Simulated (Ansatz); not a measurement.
# CuO: which magnetic state is lowest?

Computed with DFT PBEsol+U, scalar-relativistic, plane waves, PAW in Ansatz.

```cif
data_structure
_symmetry_space_group_name_H-M 'P 1'
_symmetry_Int_Tables_number 1
_cell_length_a 2.9040
_cell_length_b 2.9040
_cell_length_c 5.1321
_cell_angle_alpha 97.781
_cell_angle_beta 97.781
_cell_angle_gamma 72.316
_cell_volume 40.65
loop_
_atom_site_label
_atom_site_type_symbol
_atom_site_fract_x
_atom_site_fract_y
_atom_site_fract_z
_atom_site_occupancy
Cu1 Cu 0.00320 0.49680 0.00000 1
Cu2 Cu 0.49680 0.00320 0.50000 1
O1 O 0.57140 0.40560 0.25370 1
O2 O 0.40560 0.57140 0.75370 1
```

```
plane-wave cutoff                                : 420 eV
Γ-centred k-mesh                                 : 16×16×8
occupation rule                                  : Gaussian smearing, 0.05 eV
U_eff on Löwdin-orthogonalised atomic d orbitals : Cu 4 eV
list of starting moments (μB, in atom order)     : 2.5 2.5 0 0
check for lower electronic states after the SCF  : on
```

All runs keep this geometry, which isn't relaxed for the lowest state (largest force there 0.814 eV/Å, pressure 0.1 GPa); relaxing each order can shift differences of a few meV. Site moments are spin moments in atom-centred spheres that scale with the neighbour distance. The states are those that the runs reached from these starts; a lower one can exist. No antiferromagnetic start is among these.

**Question.** Order the starts by the energy of the state that they reach, lowest first.
A. no spin
B. large parallel starting moments

**Answer.** B (0.00 meV/atom), A (9.85 meV/atom).

| start | ends | energy above lowest (meV/atom) | site moments (μB) | gap on mesh (eV) | P (GPa) |
| --- | --- | --- | --- | --- | --- |
| no spin | non-magnetic | 9.85 | none over 0.05 | metal | -0.8 |
| large parallel starting moments | ferromagnetic | 0.00 | Cu +0.56 (×2), O +0.30 (×2) | metal | 0.1 |

Cost: 2 runs of about 7.1 core-minutes in all, on Arm Neoverse V1 (shared hosts).